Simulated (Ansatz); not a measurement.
## BeS under compression and expansion

```yaml
crystal:
  lattice:
    - [0.00000, 2.42500, 2.42500]
    - [2.42500, 0.00000, 2.42500]
    - [2.42500, 2.42500, 0.00000]
  atoms:
    - { symbol: Be, position: [0.00000, 0.00000, 0.00000] }
    - { symbol: S, position: [0.75000, 0.75000, 0.75000] }
```

The cell is COD entry 9008836, as deposited and not checked against the literature; nothing was relaxed. It is an old determination, and later ones may differ.

All numbers are computed: DFT, PBE, all-electron LAPW, scalar-relativistic (Ansatz 0.2.0); DFT, PBE, PAW with Ansatz's default frozen-core files, scalar-relativistic (Ansatz 0.2.0).

For LAPW: a Γ-centred 9×9×9 k mesh, Fermi–Dirac smearing of 0.02 eV, basis error target 0.25 meV/atom, no spin polarisation. PAW takes a cutoff of 420 eV at this cell. The Ansatz runs share mesh, smearing and spin set-up. Plane-wave (PAW) pressures include the program's estimate of the Pulay term.

The cell above is scaled evenly, with fractional coordinates and shape held.

```tsv
V/V(cell)	V (Å³/atom)	P, LAPW (GPa)	P, PAW (GPa)	gap on the k mesh, LAPW (eV)	free energy over the lowest listed, PAW (meV/atom)
0.9600	13.690	?	?	?	?
0.9800	13.975	3.58	3.61	3.16	5.6
1.0000	14.261	1.52	1.54	3.20	1.0
1.0200	14.546	-0.36	-0.34	3.25	0.0
1.0400	14.831	-2.07	-2.06	3.28	2.2
```

**Question.** Fill in the row V/V(cell) = 0.9600.

**Answer.** P, LAPW (GPa) = 5.86, P, PAW (GPa) = 5.89, gap on the k mesh, LAPW (eV) = 3.11, free energy over the lowest listed, PAW (meV/atom) = 14.0.

**Question.** What do Birch–Murnaghan fits to the pressures give?

**Answer.** LAPW: V0 = 14.49 Å³/atom, B0 = 93 GPa, B0′ = 3.8; PAW: V0 = 14.49 Å³/atom, B0 = 93 GPa, B0′ = 3.8.

PAW's V0 lies 0.02 % from the all-electron value and its B0 0.1 %. Symmetry fixes shape and coordinates here, so this is the relaxed modulus.
